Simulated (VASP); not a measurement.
Set up this calculation in VASP 6.6.1, as the native input.

```yaml
Task: single point
Functional: PBE
Potentials_or_basis: VASP PAW PBE potentials, release 64 (Cd, Te)
Cutoff: 520 eV
k_mesh: 8 × 8 × 8
Occupations: gaussian, width 0.02 eV
Spin: non-collinear spin, zero start, spin-orbit coupling
Starting_moments: "[[0.0, 0.0, 0.0], [0.0, 0.0, 0.0]] μB"
Further_INCAR_settings: ALGO = Fast; EDIFF = 1e-07
```

The structure of CdTe lies in POSCAR:

```
CdTe
1.0
    0.0000000000      3.2323987500      3.2567025000
    3.2323987500      0.0000000000      3.2567025000
    3.2323987500      3.2323987500      0.0000000000
Cd Te
1 1
Direct
    0.0000000000      0.0000000000      0.0000000000
    0.2500000000      0.2500000000      0.2500000000
```

The cell was built by a generator and isn't the measured one.

One way to write it, as run:

INCAR

```
ALGO = Fast
EDIFF = 1E-7
ENCUT = 520
GGA = PE
GGA_COMPAT = False
ISIF = 2
ISMEAR = 0
LASPH = True
LCHARG = True
LORBIT = 11
LREAL = False
LSORBIT = True
LVHAR = True
LWAVE = False
MAGMOM = 0 0 0 0 0 0
NELM = 60
PREC = Accurate
SIGMA = 0.02
```

KPOINTS

```
k-points
0
Gamma
  8 8 8
```

Potentials or basis: VASP PAW PBE potentials, release 64 (Cd, Te).

Launch:

```console
$ cat potpaw_PBE.64/Cd/POTCAR potpaw_PBE.64/Te/POTCAR > POTCAR
$ mpirun -np 1 vasp_ncl > vasp.out
```

Results of the run:

```
Pressure                                              : 2.7 GPa
Net moment                                            : 0.00 μB per cell
Valence electrons inside the program's atomic spheres : Cd 10.32; Te 3.43
```

It took 3.7 min on 1 thread of Intel(R) Xeon(R) 6975P-C (Granite Rapids), on a shared host, peak memory 0.53 GiB.
